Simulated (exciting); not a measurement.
## TaC: equation of state with PBE

Crystal: TaC.

```
CELL_PARAMETERS angstrom
0.00000 2.22300 2.22300
2.22300 0.00000 2.22300
2.22300 2.22300 0.00000
ATOMIC_POSITIONS crystal
Ta 0.00000 0.00000 0.00000
C 0.50000 0.50000 0.50000
```

* Program: exciting (release sodium)
* Task: equation of state
* Functional: PBE
* Potentials or basis: all-electron LAPW+lo, shipped species files, valence relativity iora*
* rgkmax: 7
* k mesh: 10 × 10 × 10
* Occupations: fermi-dirac, width 0.05 eV
* Spin: no spin polarisation
* gmaxvr (cutoff of density and potential): 14 1/bohr
* lmaxapw (and lmaxmat): 10
* lmaxvr: 8
* nempty: 14
* Valence relativity: iora*
* Muffin-tin radii: Ta 2.29, C 1.45 bohr

- Equilibrium volume: 11.21 Å³/atom
- Bulk modulus: 321 GPa
- Pressure derivative of the bulk modulus: 4.2

Energy against volume, from the lowest point:
| volume (Å³/atom) | energy (meV/atom) |
| --- | --- |
| 10.326 | 80.03 |
| 10.546 | 43.51 |
| 10.766 | 18.72 |
| 10.985 | 4.61 |
| 11.205 | 0.00 |
| 11.425 | 4.10 |
| 11.645 | 15.98 |

Spin-orbit coupling is left out, which matters for the levels of Ta. Zero-point motion and thermal expansion aren't in these numbers.
